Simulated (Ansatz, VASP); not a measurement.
## One calculation of BN, two programs

File INCAR:

```
ALGO = Normal
EDIFF = 1E-7
ENCUT = 520
GGA = PS
ISIF = 2
ISMEAR = 0
LASPH = True
LCHARG = False
LREAL = False
LWAVE = False
NBANDS = 16
NELM = 100
PREC = Accurate
SIGMA = 0.05
```

File KPOINTS:

```
k-points
0
Gamma
  12 12 4
```

File POSCAR:

```
BN
1.0
    2.5043488625      0.0000000000      0.0000000000
   -1.2521744313      2.1688297349      0.0000000000
    0.0000000000      0.0000000000      7.0190946040
B N
2 2
Direct
    0.3333333333      0.6666666667      0.2500000000
    0.6666666667      0.3333333333      0.7500000000
    0.3333333333      0.6666666667      0.7500000000
    0.6666666667      0.3333333333      0.2500000000
```

Input for Ansatz:

```yaml
crystal:
  lattice:
    - [2.5043488625, 0.0, 0.0]
    - [-1.2521744313, 2.1688297349, 0.0]
    - [0.0, 0.0, 7.019094604]
  atoms:
    - { symbol: B, position: [0.3333333333, 0.6666666667, 0.25] }
    - { symbol: B, position: [0.6666666667, 0.3333333333, 0.75] }
    - { symbol: "N", position: [0.3333333333, 0.6666666667, 0.75] }
    - { symbol: "N", position: [0.6666666667, 0.3333333333, 0.25] }
basis:
  ecutwfc: 420
kpoints:
  mp_grid: { grid: [12, 12, 4] }
hamiltonian:
  xc: pbesol
scf:
  occupations: { method: gaussian, width: 0.05 }
output:
  forces: true
  stress: true
  eigenvalues: true
```

Alike in both runs: task single point; functional PBEsol; k mesh 12 × 12 × 4; occupations gaussian, width 0.05 eV; no spin polarisation.

```csv
,VASP,Ansatz
version,VASP 6.6.1,Ansatz 0.2.0
potentials or method,"VASP PAW PBE potentials, release 64 (B, N)","scalar-relativistic, plane waves, PAW"
plane-wave cutoff (eV),520,420
valence electrons in the cell,16,16
```

Ansatz gave:

| Quantity | Value |
| --- | --- |
| gap on the k mesh at the Fermi level (eV) | 4.27 |
| least direct gap on the mesh (eV) | 4.60 |
| pressure (GPa) | 0.0 |
| largest component of the traceless stress (GPa) | 0.02 |

Problem. Which values does VASP return?

Solution. gap on the k mesh at the Fermi level (eV): 4.26; least direct gap on the mesh (eV): 4.60; pressure (GPa): 0.3; largest component of the traceless stress (GPa): 0.40.

Caveats: the PAW data sets were made with another functional, which shifts forces and pressure a little (VASP); this functional lacks dispersion, which binds the layers, so the pressure and a relaxed spacing across them are unreliable. A k mesh can miss the band edges. PBEsol gaps usually lie below the measured ones, often by a third to a half.
